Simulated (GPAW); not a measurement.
RbCl:

```xyz
2
Lattice="0.0000 3.2740 3.2740 3.2740 0.0000 3.2740 3.2740 3.2740 0.0000" Properties=species:S:1:pos:R:3 pbc="T T T"
Rb    0.0000    0.0000    0.0000
Cl    3.2740    3.2740    3.2740
```

Base run:

- Program: GPAW 26.7.0
- Functional: PBE
- Potentials or basis: GPAW PAW data sets (gpaw-data 1.2.1)
- Cutoff: 600 eV
- Basis: pw
- k mesh: 7 × 7 × 7
- Occupations: fermi-dirac, width 0.05 eV
- Spin: no spin polarisation

Its results: band gap on the k mesh 5.05 eV, direct; pressure 1.1 GPa.

Problem. The run is repeated on the same cell with these changes: functional from PBE to PBEsol; potentials or basis from GPAW PAW data sets (gpaw-data 1.2.1) to PAW data sets generated in the run's folder for this functional. What comes out?

Solution. Band gap on the k mesh 4.89 eV, direct; pressure -0.1 GPa.
